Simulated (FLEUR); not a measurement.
# 2 ML Co on Au(111), 3 substrate layers: anisotropy by force theorems

Aim: the anisotropy of 2 ML Co on Au(111), 3 substrate layers from single passes in the potential of one collinear state.

Calculated with FLEUR MaX-R8.1; PBE; all-electron FLAPW film, Dirac cores, scalar-relativistic bands.

Report form: the programs' logs are mostly left out.

## 1. The starting structure

The cell holds 5 atoms: 3 Au and 2 Co. Its edges and angles: a = 2.884 Å, b = 2.884 Å, c = 22.689 Å, α = 90.0°, β = 90.0°, γ = 120.0°. Pseudomorphic film, hard-sphere layer spacings, unrelaxed. Vacuum lies along c.

Structure file:

```
Au Co
1.0
     2.88370    0.00000    0.00000
    -1.44185    2.49736    0.00000
     0.00000    0.00000   22.68945
Au Co
3 2
Cartesian
  0.0000 0.0000 7.0000
  1.4419 0.8325 9.3546
  0.0000 1.6649 11.7092
  0.0000 0.0000 13.8245
  1.4419 0.8325 15.6895
```

## 2. The magnetic state

The force theorems are single passes in this state's potential, so it has to be converged first.

No symmetry is used, so that later steps may turn the spins freely; k and −k are joined. FLEUR takes the sheet as a true film: the images along c are dropped, heights are typed in bohr, and the vacuum on both sides is semi-infinite. inpgen writes inp.xml from crystal.txt; cutoffs, mixing, functional, smearing and local orbitals are then set in the file. The k list scf (kpts.xml, not shown) is a Γ-centred 10×10×1 mesh; where the ranks do not divide the number of points, some are split in two of half the weight.

The input, inp.xml:

```
<?xml version="1.0" encoding="UTF-8" standalone="no"?>
<fleurInput fleurInputVersion="0.39">
   <comment>
      Co2Au3
   </comment>
   <calculationSetup>
      <cutoffs Kmax="3.66" Gmax="11.0" GmaxXC="11.0" numbands="0"/>
      <scfLoop itmax="150" minDistance="0.00002" maxIterBroyd="15" imix="Anderson" alpha="0.03" precondParam="0.0" spinf="2.0" sdNocoIR="T"/>
      <coreElectrons ctail="F" frcor="F" kcrel="0" coretail_lmax="0"/>
      <xcFunctional name="pbe" relativisticCorrections="F"/>
      <magnetism jspins="2" l_noco="F" l_ss="F">
         <qss>0.0 0.0 0.0</qss>
         <mtNocoParams l_mperp="F" l_mtNocoPot="F" l_relaxSQA="F" mag_mixing_scheme="0" mix_RelaxWeightOffD="1.0" l_constrained="F" mix_constr="1.0"/>
         <sourceFreeMag l_sourceFree="F" l_scaleMag="F" mag_scale="1.0"/>
      </magnetism>
      <soc l_soc="F" theta="0.0" phi="0.0" spav="F"/>
      <expertModes spex="0" secvar="F"/>
      <geometryOptimization l_f="F" forcealpha="1.0" forcemix="BFGS" epsdisp="0.00001" epsforce="0.00001"/>
      <ldaU l_linMix="F" mixParam="0.05" spinf="1.0"/>
   </calculationSetup>
   <cell>
      <bzIntegration valenceElectrons="85.0" mode="hist" fermiSmearingEnergy="0.00183747">
         <kPointListSelection listName="scf"/>
         <xi:include xmlns:xi="http://www.w3.org/2001/XInclude" href="kpts.xml"> </xi:include>
      </bzIntegration>
      <xi:include xmlns:xi="http://www.w3.org/2001/XInclude" href="sym.xml"> </xi:include>
      <filmLattice scale="1.0" dVac="22.4" dTilda="24.9">
         <bravaisMatrixFilm>
            <row-1>    5.4494027270181657     0.0000001156701361</row-1>
            <row-2>   -2.7247014636929130     4.7193211392160981</row-2>
         </bravaisMatrixFilm>
         <vacuumEnergyParameters vacuum="1" spinUp="-.25" spinDown="-.25"/>
         <vacuumEnergyParameters vacuum="2" spinUp="-.25" spinDown="-.25"/>
      </filmLattice>
   </cell>
   <atomSpecies>
      <species name="Gold (Au)" element="Au" atomicNumber="79">
         <mtSphere radius="2.59" gridPoints="857" logIncrement="0.016"/>
         <atomicCutoffs lmax="10" lnonsphr="8"/>
         <electronConfig flipSpins="F">
            <coreConfig>(1s1/2) (2s1/2) (2p1/2) (2p3/2) (3s1/2) (3p1/2) (3p3/2) (4s1/2) (3d3/2) (3d5/2) (4p1/2) (4p3/2) (5s1/2) (4d3/2) (4d5/2) (4f5/2) (4f7/2)</coreConfig>
            <valenceConfig>(5p1/2) (5p3/2) (6s1/2) (5d3/2) (5d5/2)</valenceConfig>
            <stateOccupation state="(6s1/2)" spinUp="0.500000" spinDown="0.500000"/>
         </electronConfig>
         <energyParameters s="6" p="6" d="5" f="5"/>
         <lo type="SCLO" l="1" n="5" eDeriv="0"/>
      </species>
      <species name="Cobalt (Co2.001" element="Co" atomicNumber="27">
         <mtSphere radius="2.24" gridPoints="741" logIncrement="0.016"/>
         <atomicCutoffs lmax="8" lnonsphr="6"/>
         <electronConfig flipSpins="F">
            <coreConfig>(1s1/2) (2s1/2) (2p1/2) (2p3/2)</coreConfig>
            <valenceConfig>(3s1/2) (3p1/2) (3p3/2) (4s1/2) (3d3/2) (3d5/2)</valenceConfig>
            <stateOccupation state="(3d3/2)" spinUp="1.5005" spinDown="1.2995"/>
            <stateOccupation state="(3d5/2)" spinUp="3.0" spinDown="1.2"/>
         </electronConfig>
         <energyParameters s="4" p="4" d="3" f="4"/>
         <lo type="SCLO" l="0" n="3" eDeriv="0"/>
         <lo type="SCLO" l="1" n="3" eDeriv="0"/>
      </species>
   </atomSpecies>
   <atomGroups>
      <atomGroup species="Gold (Au)">
         <filmPos label="                   1">.0000000000 .0000000000 -8.2103572427</filmPos>
         <force calculate="T" relaxXYZ="TTT"/>
         <nocoParams  alpha="0.0" beta="0.0"/>
      </atomGroup>
      <atomGroup species="Gold (Au)">
         <filmPos label="                   2">-1.000/3.000 1.000/3.000 -3.7607704132</filmPos>
         <force calculate="T" relaxXYZ="TTT"/>
         <nocoParams  alpha="0.0" beta="0.0"/>
      </atomGroup>
      <atomGroup species="Gold (Au)">
         <filmPos label="                   3">1.000/3.000 -1.000/3.000 .6887735394</filmPos>
         <force calculate="T" relaxXYZ="TTT"/>
         <nocoParams  alpha="0.0" beta="0.0"/>
      </atomGroup>
      <atomGroup species="Cobalt (Co2.001">
         <filmPos label="                   4">.0000000000 .0000000000 4.6860525958</filmPos>
         <force calculate="T" relaxXYZ="TTT"/>
         <nocoParams  alpha="0.0" beta="0.0"/>
      </atomGroup>
      <atomGroup species="Cobalt (Co2.001">
         <filmPos label="                   5">-1.000/3.000 1.000/3.000 8.2103572427</filmPos>
         <force calculate="T" relaxXYZ="TTT"/>
         <nocoParams  alpha="0.0" beta="0.0"/>
      </atomGroup>
   </atomGroups>
   <output dos="F" band="F" slice="F">
      <bandDOS minEnergy="-.5*Htr" maxEnergy="0.5*Htr" sigma="0.015" storeEVData="T"/>
      <plotting iplot="0" polar="F">
         <plot TwoD="T" vec1="  1.0  0.0  0.0" vec2="  0.0  1.0  0.0" vec3="  0.0  0.0  1.0" zero="  0.0  0.0 -0.5" file="plot"/>
      </plotting>
      <moessbauerParams electricFieldGradient="F" isomerShift="F" coreHyperfine="F" valenceHyperfine="F"/>
   </output>
</fleurInput>
```

The input, crystal.txt:

```
Co2Au3
&input film=T cartesian=F /
2.88369973621  0.00000006121  0.00000000000
-1.44184992112  2.49735719784  0.00000000000
0.00000000000  0.00000000000  1.00000000000
1.8897261246
1.0 1.0 1.0

5
79 0.00000000000  0.00000000000  -8.21035724269
79 0.66666666667  0.33333333333  -3.76077041320
79 0.33333333333  0.66666666667  0.68877353944
27 0.00000000000  0.00000000000  4.68605259579 : 2.001
27 0.66666666667  0.33333333333  8.21035724269 : 2.001

&kpt div1=10 div2=10 div3=1 gamma=T /
```

On the command line:

```bash
$ OMP_NUM_THREADS=1 inpgen -f crystal.txt -nosym -noco > inpgen.log  # inp.xml is then edited as shown
$ OMP_NUM_THREADS=1 mpirun -n 8 fleur_MPI > fleur.log
```

The job ended after 7.9 min (8 MPI ranks of Arm Neoverse V1, shared host; peak memory 2.1 GiB; 63 min of CPU time).

Spin moment in the muffin-tin sphere by atom:

```tsv
atom	spin moment in the muffin-tin sphere (μB)
Au1	0.01
Au2	0.01
Au3	0.03
Co4	1.93
Co5	1.99
```

This step gave:

```yaml
free_energy: -1630795.7395 eV
program_s_band_gap_on_this_mesh_in_a_metal_only_a_level_spacing: 0 eV
magnetization: 3.858 μB
final_state: ferromagnetic
```

After 59 cycles the largest moment stands at 1.99 μB.

## 3. Anisotropy by the force theorem, rung 1

Anisotropy is a small difference, so it is taken from sums over occupied states at a frozen potential, where most errors cancel.

One pass with spin–orbit coupling for each direction, from the saved density. The k list mae (kpts.xml, not shown) is a Γ-centred 16×16×1 mesh.

Edit inp.xml of step 2 so:

```diff
@@ -6,4 +6,4 @@
    <calculationSetup>
-      <cutoffs Kmax="3.66" Gmax="11.0" GmaxXC="11.0" numbands="0"/>
-      <scfLoop itmax="150" minDistance="0.00002" maxIterBroyd="15" imix="Anderson" alpha="0.03" precondParam="0.0" spinf="2.0" sdNocoIR="T"/>
+      <cutoffs Kmax="3.66" Gmax="11.0" GmaxXC="11.0" numbands="165"/>
+      <scfLoop itmax="1" minDistance="0.00002" maxIterBroyd="15" imix="Anderson" alpha="0.03" precondParam="0.0" spinf="2.0" sdNocoIR="T"/>
       <coreElectrons ctail="F" frcor="F" kcrel="0" coretail_lmax="0"/>
@@ -15,3 +15,3 @@
       </magnetism>
-      <soc l_soc="F" theta="0.0" phi="0.0" spav="F"/>
+      <soc l_soc="T" theta="0.0" phi="0.0" spav="F"/>
       <expertModes spex="0" secvar="F"/>
@@ -22,3 +22,3 @@
       <bzIntegration valenceElectrons="85.0" mode="hist" fermiSmearingEnergy="0.00183747">
-         <kPointListSelection listName="scf"/>
+         <kPointListSelection listName="mae"/>
          <xi:include xmlns:xi="http://www.w3.org/2001/XInclude" href="kpts.xml"> </xi:include>
@@ -95,2 +95,5 @@
    </output>
+   <forceTheorem>
+      <MAE theta="0.0 1.5707963 1.5707963" phi="0.0 0.0 1.5707963"/>
+   </forceTheorem>
 </fleurInput>
```

On the command line:

```bash
$ OMP_NUM_THREADS=1 mpirun -n 8 fleur_MPI -warn_only > fleur.log
```

The job ended after 2.2 min (8 MPI ranks; peak memory 2.8 GiB; 18 min of CPU time).

Anisotropy energies, by row:

```tsv
axis	x	y	z	band energy less the first axis' (meV a cell)
z	0	0	1	0
x	1	0	0	0.2991
y	0	1	0	0.2874
```

Shape anisotropy is not in these numbers.

## 4. Energy against the direction of the moments, rung 2

A second rung shows how far the first can be trusted.

The k list mae (kpts.xml, not shown) is a Γ-centred 26×26×1 mesh.

inp.xml is that of step 3.

Run time: 5.7 min. Hardware: 8 MPI ranks; peak memory 5.3 GiB.

Anisotropy energies, by row:

```tsv
axis	x	y	z	band energy less the first axis' (meV a cell)
z	0	0	1	0
x	1	0	0	0.423
y	0	1	0	0.4215
```

## 5. Spin–orbit coupling, moments along z

Spin–orbit coupling ties the spins to the lattice and lets orbital moments form.

A new self-consistent run of the start ferro ++, with the moments along z. The k list default-1 (kpts.xml, not shown) is a Γ-centred 26×26×1 mesh.

Edit inp.xml of step 2 so:

```diff
@@ -6,12 +6,8 @@
    <calculationSetup>
-      <cutoffs Kmax="3.66" Gmax="11.0" GmaxXC="11.0" numbands="0"/>
+      <cutoffs Kmax="3.66" Gmax="11.0" GmaxXC="11.0" numbands="185"/>
       <scfLoop itmax="150" minDistance="0.00002" maxIterBroyd="15" imix="Anderson" alpha="0.03" precondParam="0.0" spinf="2.0" sdNocoIR="T"/>
-      <coreElectrons ctail="F" frcor="F" kcrel="0" coretail_lmax="0"/>
+      <coreElectrons ctail="T" frcor="F" kcrel="0" coretail_lmax="0"/>
       <xcFunctional name="pbe" relativisticCorrections="F"/>
-      <magnetism jspins="2" l_noco="F" l_ss="F">
-         <qss>0.0 0.0 0.0</qss>
-         <mtNocoParams l_mperp="F" l_mtNocoPot="F" l_relaxSQA="F" mag_mixing_scheme="0" mix_RelaxWeightOffD="1.0" l_constrained="F" mix_constr="1.0"/>
-         <sourceFreeMag l_sourceFree="F" l_scaleMag="F" mag_scale="1.0"/>
-      </magnetism>
-      <soc l_soc="F" theta="0.0" phi="0.0" spav="F"/>
+      <magnetism jspins="2"/>
+      <soc l_soc="T" theta="0.0" phi="0.0" spav="F"/>
       <expertModes spex="0" secvar="F"/>
@@ -22,3 +18,3 @@
       <bzIntegration valenceElectrons="85.0" mode="hist" fermiSmearingEnergy="0.00183747">
-         <kPointListSelection listName="scf"/>
+         <kPointListSelection listName="default-1"/>
          <xi:include xmlns:xi="http://www.w3.org/2001/XInclude" href="kpts.xml"> </xi:include>
@@ -65,3 +61,2 @@
          <force calculate="T" relaxXYZ="TTT"/>
-         <nocoParams  alpha="0.0" beta="0.0"/>
       </atomGroup>
@@ -70,3 +65,2 @@
          <force calculate="T" relaxXYZ="TTT"/>
-         <nocoParams  alpha="0.0" beta="0.0"/>
       </atomGroup>
@@ -75,3 +69,2 @@
          <force calculate="T" relaxXYZ="TTT"/>
-         <nocoParams  alpha="0.0" beta="0.0"/>
       </atomGroup>
@@ -80,3 +73,2 @@
          <force calculate="T" relaxXYZ="TTT"/>
-         <nocoParams  alpha="0.0" beta="0.0"/>
       </atomGroup>
@@ -85,3 +77,2 @@
          <force calculate="T" relaxXYZ="TTT"/>
-         <nocoParams  alpha="0.0" beta="0.0"/>
       </atomGroup>
```

Edit crystal.txt of step 2 so:

```diff
@@ -15,2 +15,3 @@
 
-&kpt div1=10 div2=10 div3=1 gamma=T /
+&soc 0.0000000 0.0000000 /
+&kpt div1=26 div2=26 div3=1 gamma=T /
```

On the command line:

```bash
$ OMP_NUM_THREADS=1 inpgen -f crystal.txt > inpgen.log  # inp.xml is then edited as shown
$ OMP_NUM_THREADS=1 mpirun -n 8 fleur_MPI > fleur.log
```

It took 51 min on 8 MPI ranks; peak memory 2.7 GiB.

Spin moment in the muffin-tin sphere by atom:

```tsv
atom	spin moment in the muffin-tin sphere (μB)
Au1	0.00
Au2	0.00
Au3	0.01
Co4	1.90
Co5	1.98
```

This step gave:

| Item | Value |
| --- | --- |
| free energy | -1630799.1363 eV |
| program's band gap on this mesh (in a metal only a level spacing) | 0 eV |
| magnetization | 3.746 μB |
| final state | ferromagnetic |
| orbital moment along the spin | 0.1451 μB |

Orbital moment in the sphere, along the spin axis by atom:

```tsv
atom	orbital moment in the sphere, along the spin axis (μB)
Au1	0.000
Au2	0.000
Au3	0.006
Co4	0.128
Co5	0.145
```

## 6. Results

* reference state: ferromagnetic
* largest sphere moment: 1.99 μB
* easy direction of those tried: z
* energy along x less z, force theorem: 0.423 meV a primitive cell
* orbital moment on the atom of largest spin, along its spin (spin–orbit run): 0.145 μB

By the force theorem the moments prefer z; shape anisotropy is not in it, and in a film it favours the plane. The difference for the second direction goes from 0.30 meV (mesh 16×16×1, 165 states, 18 min of CPU time) to 0.42 meV (mesh 26×26×1, 165 states, 46 min), so it is not converged. The orbital moment is parallel to the spin, as Hund's third rule has it for a shell over half filled. The state was typed, and no other order was converged beside it, so it need not be the ground state. A substrate of 3 unrelaxed layers is a model; thickness and relaxation can move these numbers.

[Logs and program files are shortened in this print: banners, set-up blocks, solver, clock and traceback lines can be left out without a mark of their own.]

[Logs are printed without paths, hosts, clocks, repeated set-up lines and the standing remarks that a program may print on its own settings, such as how far it seeks lower states.]

[Hosts, paths, dates, database ids (printed as entryN), source tags and the programs' standing remarks are cut or masked in the printed files.]

[Where a cell is said to come from a database of computed structures, the database is the Materials Project.]
